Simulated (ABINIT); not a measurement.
A run of ABINIT 10.8.3 (patched build):

The input run.abi:

```
# Pseudopotentials
pp_dirpath "./"
pseudos "Mn.GGA_PBE-JTH.xml, S.GGA_PBE-JTH.xml"

# Structure
acell 6.6102724026 6.6102724026 6.6102724026
rprim
     0.0000000000     0.7071067812     0.7071067812
     0.7071067812     0.0000000000     0.7071067812
     0.7071067812     0.7071067812     0.0000000000
ntypat 2
znucl 25 16
natom 2
typat 1 2
xred
     0.0000000000     0.0000000000     0.0000000000
     0.7500000000     0.7500000000     0.7500000000

# Plane-wave basis
ecut 707.496042 eV
pawecutdg 48.0

# k points
kptopt 1
ngkpt 5 5 5
nshiftk 1
shiftk 0.0 0.0 0.0

# Exchange and correlation
ixc 11

# Bands and occupations
nband 16
occopt 3
tsmear 0.05 eV

# Spin
nsppol 2
spinat
     0.0000000000     0.0000000000     4.0000000000
     0.0000000000     0.0000000000     0.0000000000

# SCF cycle
nstep 100
tolvrs 1.0e-9

# Output
iomode 3
prtwf 0
prtden 0
prteig 0
prtebands 0
```

Potentials or basis: JTH PAW PBE v2.0.

Run with:

```console
$ abinit run.abi > log 2>&1
```

Hardware: 1 thread of Arm Neoverse V1, on a shared host.

Task: Estimate the wall time of this run.

Result: Run time: 96 s on 1 thread of Arm Neoverse V1, with other jobs on the host, peak memory 0.14 GiB. Counts: scf iterations 70, mpi ranks 1, k points 10, bands 16, plane waves 1307.
